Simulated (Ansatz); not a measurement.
Runs of Ansatz 0.2.0 on K. It takes space group Im-3m (No. 229, cubic). Conventional cell: a = 5.395 Å, b = 5.395 Å, c = 5.395 Å, α = 90.00°, β = 90.00°, γ = 90.00°. 

| level | cutoff (eV) | gap on the mesh (eV) | pressure (GPa) | relaxed volume (Å³/atom) |
| --- | --- | --- | --- | --- |
| revPBE | 420 | none | 0.0 | (b) |
| RPBE | 420 | none | 0.0 | 80.30 |
| BLYP | 420 | none | 0.0 | 75.37 |
| PBEsol | 420 | none | 0.0 | 70.96 |
| LDA | 420 | none | 0.0 | 64.08 |
| r2SCAN | 500 | none | 0.0 | (a) |

Alike in all rows: task relaxation of cell and atoms; potentials or basis Ansatz PAW; no spin polarisation; cell relaxed; k mesh 7 × 7 × 7; smearing fermi-dirac 0.05 eV.

Task: Estimate the missing entries.

Result: (a) 76.33; (b) 78.52.

Caveats: the plane-wave basis is chosen anew once the cell has moved, so the energies of steps on either side of that aren't comparable; the PAW data sets come from PBE, with cores solved anew for the run's functional, which leaves a small shift of forces and pressure; the volume moved by over 15 % at a fixed basis, so the end points are rough (some runs).

A gap of «none» marks a metal or a gap under the smearing width.

Runs at the PBE level aren't shown here.
